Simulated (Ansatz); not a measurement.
Zn in Ansatz: the effect of target pressure

The system is Zn.

```
CELL_PARAMETERS angstrom
0.00000 1.96478 1.96478
1.96478 0.00000 1.96478
1.96478 1.96478 0.00000
ATOMIC_POSITIONS crystal
Zn 0.00000 0.00000 0.00000
```

This isn't the form of Zn at room conditions, which is hcp.

Alike in all runs:

* Program: Ansatz 0.2.0
* Task: relaxation of cell and atoms
* Functional: PBEsol
* Potentials or basis: Ansatz PAW
* Cutoff: 420 eV (not typed: the program's choice for these potentials)
* k mesh: 12 × 12 × 12
* Occupations: fermi-dirac, width 0.05 eV
* Spin: no spin polarisation

Each run relaxes the cell or the atoms first.

```tsv
target pressure	relaxed volume (Å³/atom)
0 GPa	14.10
2 GPa	13.79
5 GPa	?
10 GPa	12.89
20 GPa	12.12
30 GPa	11.54
```

Q: What does the run with target pressure 5 GPa give?

A: Relaxed volume 13.40 Å³/atom.

Worked out: In Murnaghan's law V^(-B') rises as a straight line in P. The other rows fit best with B' = 4.7, V0 = 14.09 Å³/atom and B0 = 91 GPa, which gives 13.42 Å³/atom at 5 GPa, against the run's 13.40.

Caveats: the plane-wave basis is chosen anew once the cell has moved, so the energies of steps on either side of that aren't comparable; the PAW data sets come from PBE, with cores solved anew for the run's functional, which leaves a small shift of forces and pressure; the volume moved by over 15 % at a fixed basis, so the end points are rough (some runs).
